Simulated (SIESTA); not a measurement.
The system is TaN.

```xyz
6
Lattice="5.1960 0.0000 0.0000 -2.5980 4.4999 0.0000 0.0000 0.0000 2.9110" Properties=species:S:1:pos:R:3 pbc="T T T"
Ta    0.0000    0.0000    0.0000
Ta    2.5980    1.5000    1.4555
Ta    0.0000    2.9999    1.4555
N    -1.0206    1.7678    0.0000
N     1.5774    2.7321    0.0000
N     2.0412    0.0000    0.0000
```

```yaml
Program: SIESTA 5.4.2
Task: single point
Functional: PBE
Potentials_or_basis: PseudoDojo 0.4 standard (PBE files)
Basis: DZP (energy shift 0.003 Ry; two zetas on semicore shells)
Grid_cutoff: 800 Ry
Energy_shift: 0.003 Ry
k_mesh: 6 × 6 × 9
Occupations: fermi-dirac, width 0.05 eV
Spin: no spin polarisation
```

On this cell: pressure 10.2 GPa; largest force 0.019 eV/Å; band gap on the k mesh none (metal or under the smearing width).

The same run follows on a disturbed copy (atoms moved at random, drawn with an rms of 0.05 Å):

```xyz
6
Lattice="5.1960 0.0000 0.0000 -2.5980 4.4999 0.0000 0.0000 0.0000 2.9110" Properties=species:S:1:pos:R:3 pbc="T T T"
Ta    0.0412   -0.0305    0.0025
Ta    2.5511    1.4990    1.4411
Ta    0.0487    3.0356    1.4352
N    -0.9914    1.7704    0.0504
N     1.5798    2.7606   -0.0698
N     2.0893    0.0126    0.0049
```

What does the disturbed cell give?

The energy (extrapolated to zero smearing) moves by +35.7 meV/atom; pressure 11.2 GPa; largest force 2.176 eV/Å; band gap on the k mesh none (metal or under the smearing width).

Forces on the atoms (eV/Å):
```
Ta  -0.257  1.216 -0.099
Ta   2.099  0.558  0.130
Ta  -1.378 -0.814  0.218
N   -0.196 -0.259 -0.899
N    0.257 -0.550  1.044
N   -0.527 -0.152 -0.394
```

Stress tensor (GPa, compression positive):
```
10.48 -0.15  0.71
-0.15 12.12  1.02
 0.71  1.02 11.00
```

Caveats: short orbitals over semicore shells can move pressures by several GPa; the basis of atomic orbitals isn't converged, which shifts pressures, moduli and gaps.
